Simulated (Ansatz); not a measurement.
Crystal: CoO.

```
CELL_PARAMETERS angstrom
2.85630 0.00000 0.00000
-1.42815 2.47363 0.00000
0.00000 0.00000 2.78761
ATOMIC_POSITIONS crystal
Co 0.00000 0.00000 0.00000
O 0.66667 0.33333 0.50000
```

Measurements of this composition are mostly on another form, of space group No. 225.

Base run:

| Quantity | Value |
| --- | --- |
| Program | Ansatz 0.2.0 |
| Functional | PBE |
| Potentials or basis | Ansatz PAW |
| Cutoff | 420 eV (not typed: the program's choice for these potentials) |
| k mesh | 11 × 11 × 10 |
| Occupations | fermi-dirac, width 0.05 eV |
| Spin | no spin polarisation |

Its results: band gap on the k mesh none (metal or under the smearing width); pressure -19.0 GPa.

Problem. The run is repeated on the same cell with these changes: spin from no spin polarisation to collinear spin, ferromagnetic start. What comes out?

Solution. Band gap on the k mesh none (metal or under the smearing width); pressure -7.8 GPa; net moment 3.00 μB per cell; site moments Co +2.52; O +0.41 μB.

Caveats: semilocal functionals often make such compounds metallic where correlation or magnetic order opens a gap, which also shifts bond lengths; an odd number of electrons without spin polarisation forces a metal (some runs); a magnetic or distorted state may lie lower (some runs); a cell with one magnetic atom can't hold antiferromagnetic order, which such compounds often take (some runs).
